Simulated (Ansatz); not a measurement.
# BAs: the cost of one run

Computed with Ansatz 0.2.0 (DFT r2SCAN, scalar-relativistic, plane waves, PAW, unless a step's input says otherwise).

3 further runs of the same task are left out: 1 that didn't finish, 2 set aside as unsound or not needed. Runs told in other sessions of the task aren't counted.

### 1 Starting point

The structure is cubic, space group F-43m (No. 216). The conventional cell has a = 4.784 Å, b = 4.784 Å, c = 4.784 Å, α = 90.00°, β = 90.00°, γ = 90.00°. B (site symmetry -43m) has 4 As at 2.07 Å in its first shell of neighbours. As (site symmetry -43m) has 4 B at 2.07 Å in its first shell of neighbours.

Coordinates:

```
B As
1.0
     2.39192   -2.39192    0.00000
     2.39192    0.00000   -2.39192
     4.78383    4.78383    4.78383
B As
3 3
Direct
  0.00000 0.00000 0.00000
  0.33333 0.33333 0.66667
  0.66667 0.66667 0.33333
  0.66667 0.66667 0.08333
  0.00000 0.00000 0.75000
  0.33333 0.33333 0.41667
```

It is built from the cell relaxed beforehand with the same method (13.68 Å³/atom).

### 2 Zero of the scan

The input, input.yaml:

```yaml
crystal:
  lattice:
    - [2.3919171969, -2.3919171969, 0.0]
    - [2.3919171969, 0.0, -2.3919171969]
    - [4.7838343938, 4.7838343938, 4.7838343938]
  atoms:
    - { symbol: B, position: [1.0, 0.0, 0.0] }
    - { symbol: B, position: [0.3333333333, 0.3333333333, 0.6666666667] }
    - { symbol: B, position: [0.6666666667, 0.6666666667, 0.3333333333] }
    - { symbol: As, position: [0.6666666667, 0.6666666667, 0.0833333333] }
    - { symbol: As, position: [1.0, 1.0, 0.75] }
    - { symbol: As, position: [0.3333333333, 0.3333333333, 0.4166666667] }
basis:
  ecutwfc: 500
kpoints:
  mp_grid: { grid: [9, 9, 4] }
hamiltonian:
  xc: r2scan
scf:
  occupations: { method: gaussian, width: 0.05 }
output:
  forces: true
  stress: true
  eigenvalues: true
```

Run with:

```console
> ansatz run input.yaml --threads 2 --pin off --max-ram 5120MiB --backend cpu --events-out ev --progress --plain --runs-dir out
```

What time and memory should one allow on 2 threads of Arm Neoverse V1, shared host?

About 13 s, with a peak of 0.5 GiB.
